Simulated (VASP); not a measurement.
Here is a VASP 6.6.1 calculation.

File INCAR:

```
PREC = Accurate ; ENCUT = 600
EDIFF = 1E-6 ; ISMEAR = 0
SIGMA = 0.03 ; LREAL = False
LASPH = True ; NELM = 80
ALGO = Normal ; ISIF = 3
LWAVE = False ; LCHARG = False
GGA = PE ; IBRION = 2
NSW = 90 ; EDIFFG = -0.01
KPAR = 2
```

KPOINTS

```
regular mesh
0
Gamma
  12 12 3
```

File POSCAR:

```
MoS2
1.0
    3.1690000000      0.0000000000      0.0000000000
   -1.5845000000      2.7444345000      0.0000000000
    0.0000000000      0.0000000000     12.3240000000
Mo S
2 4
Direct
    0.3333333300      0.6666666700      0.2500000000
    0.6666666700      0.3333333300      0.7500000000
    0.3333333300      0.6666666700      0.6230000000
    0.6666666700      0.3333333300      0.1230000000
    0.3333333300      0.6666666700      0.8770000000
    0.6666666700      0.3333333300      0.3770000000
```

Potentials or basis: VASP PAW PBE potentials, release 64 (Mo_sv, S).

Launch:

```sh
$ cat potpaw_PBE.64/Mo_sv/POTCAR potpaw_PBE.64/S/POTCAR > POTCAR
$ mpirun -np 2 vasp_std > vasp.out
```

(1) Predict the relaxed volume.

(2) Predict the space group after relaxing (to 0.05 Å).

Answers

(1) 21.30 Å³/atom.

(2) P6_3/mmc (No. 194).

Caveat: the volume moved by over 15 % at a fixed basis, so the end points are rough; this functional lacks dispersion, which binds the layers, so the pressure and a relaxed spacing across them are unreliable, and here the layers came unbound; the volume moved by +19 % from the deposited cell, more than functionals usually miss.
